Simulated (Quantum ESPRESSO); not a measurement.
The system is Sb.

```
CELL_PARAMETERS angstrom
2.15420 1.24373 3.75800
-2.15420 1.24373 3.75800
0.00000 -2.48746 3.75800
ATOMIC_POSITIONS crystal
Sb 0.76651 0.76651 0.76651
Sb 0.23349 0.23349 0.23349
```

| Item | Value |
| --- | --- |
| Program | Quantum ESPRESSO 7.5 |
| Task | Wannier functions |
| Functional | PBEsol |
| Potentials or basis | GBRV 1.5 PBEsol |
| Cutoff | 612 eV |
| Density cutoff | 4898 eV |
| k mesh | 6 × 6 × 6 |
| Occupations | fermi-dirac, width 0.05 eV |
| Spin | no spin polarisation |
| Mixing beta | 0.5 |
| Most SCF iterations | 120 |
| SCF threshold | 4e-10 Ry |
| k mesh for the Wannier functions | 5 × 5 × 5 |

Start: SCDM with an erfc weight, μ = 2.0 eV over the reference level, σ = 3.0 eV, one function for each orbital of the shells Sb sp; the lowest 10 bands are left out. The reference level is the Fermi level, or the middle of the gap.

Problem. With SCDM with an erfc weight, how many functions result, how localised are they, and how well do they interpolate the bands?

Solution. 8 functions with spreads from 2.44 to 2.60 Å², 20.1 Å² in all; they miss the direct bands by 32 meV (root mean square).

Wannier functions:
| function | nearest atom | distance (Å) | spread (Å²) | on-site energy from the reference level (eV) |
| --- | --- | --- | --- | --- |
| 1 | 1 Sb | 0.70 | 2.59 | -2.60 |
| 2 | 2 Sb | 0.70 | 2.60 | -2.48 |
| 3 | 1 Sb | 0.69 | 2.49 | -2.48 |
| 4 | 2 Sb | 0.69 | 2.46 | -2.55 |
| 5 | 1 Sb | 0.69 | 2.44 | -2.53 |
| 6 | 2 Sb | 0.73 | 2.59 | -2.54 |
| 7 | 1 Sb | 0.73 | 2.46 | -2.45 |
| 8 | 2 Sb | 0.73 | 2.44 | -2.49 |

Parts of the spread (Å²): invariant 16.48, diagonal 0.121, off-diagonal 3.47, total 20.07. Against the direct bands the interpolation misses by 32 meV (root mean square) and 119 meV at most, for states up to 1 eV over the reference level.

Caveat: the k mesh is coarse; spin-orbit coupling is left out, which moves the levels of the heavy elements.
